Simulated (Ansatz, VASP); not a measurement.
One calculation of CdTe, two programs

POSCAR

```
CdTe
1.0
    4.7843727794      0.0000000000      0.0000000000
   -2.3921863897      4.1433883681      0.0000000000
    0.0000000000      0.0000000000      6.4870599059
Cd Te
2 2
Direct
    0.3333333333      0.6666666667      0.2500000000
    0.6666666667      0.3333333333      0.7500000000
    0.6666666667      0.3333333333      0.2500000000
    0.3333333333      0.6666666667      0.7500000000
```

The input INCAR.step1:

```
SYSTEM = CdTe
PREC = Accurate
ENCUT = 520
ISMEAR = -1
SIGMA = 0.02
LREAL = .FALSE.
LASPH = .TRUE.
NELM = 100
NBANDS = 26
GGA = PE
ALGO = Normal
EDIFF = 1E-4
LWAVE = .TRUE.
LCHARG = .FALSE.
```

INCAR.step2

```
SYSTEM = CdTe
PREC = Accurate
ENCUT = 520
EDIFF = 1E-7
ISMEAR = -1
SIGMA = 0.02
LREAL = .FALSE.
LASPH = .TRUE.
NELM = 100
ALGO = Normal
ISIF = 2
LWAVE = .FALSE.
LCHARG = .FALSE.
METAGGA = R2SCAN
LMIXTAU = .TRUE.
NBANDS = 26
ISTART = 1
```

KPOINTS

```
regular mesh
0
G
  6 6 4
  0 0 0
```

Input for Ansatz:

```yaml
crystal:
  lattice:
    - [4.7843727794, 0.0, 0.0]
    - [-2.3921863897, 4.1433883681, 0.0]
    - [0.0, 0.0, 6.4870599059]
  atoms:
    - { symbol: Cd, position: [0.3333333333, 0.6666666667, 0.25] }
    - { symbol: Cd, position: [0.6666666667, 0.3333333333, 0.75] }
    - { symbol: Te, position: [0.6666666667, 0.3333333333, 0.25] }
    - { symbol: Te, position: [0.3333333333, 0.6666666667, 0.75] }
kpoints:
  mp_grid: { grid: [6, 6, 4] }
hamiltonian:
  xc: r2scan
scf:
  occupations: { method: fermi_dirac, width: 0.02 }
  n_extra_bands: 5
output:
  forces: true
  stress: true
  eigenvalues: true
```

Alike in both runs: task single point; functional r2SCAN; k mesh 6 × 6 × 4; occupations fermi-dirac, width 0.02 eV; no spin polarisation.

|  | VASP | Ansatz |
| --- | --- | --- |
| version | VASP 6.6.1 | Ansatz 0.2.0 |
| potentials or method | VASP PAW PBE potentials, release 64 (Cd, Te) | plane waves, PAW |
| plane-wave cutoff (eV) | 520 | 500 |
| valence electrons in the cell | 36 | 72 |

|  | VASP | Ansatz | Ansatz less VASP |
| --- | --- | --- | --- |
| pressure (GPa) | 3.1 | 3.0 | -0.18 |
| largest component of the traceless stress (GPa) | 0.85 | 0.82 | -0.032 |

The two sets of potentials don't hold the same shells in valence.

Caveats: the PAW data sets were made with another functional, which shifts forces and pressure a little (VASP); spin-orbit coupling is left out, which moves the levels of the heavy elements.
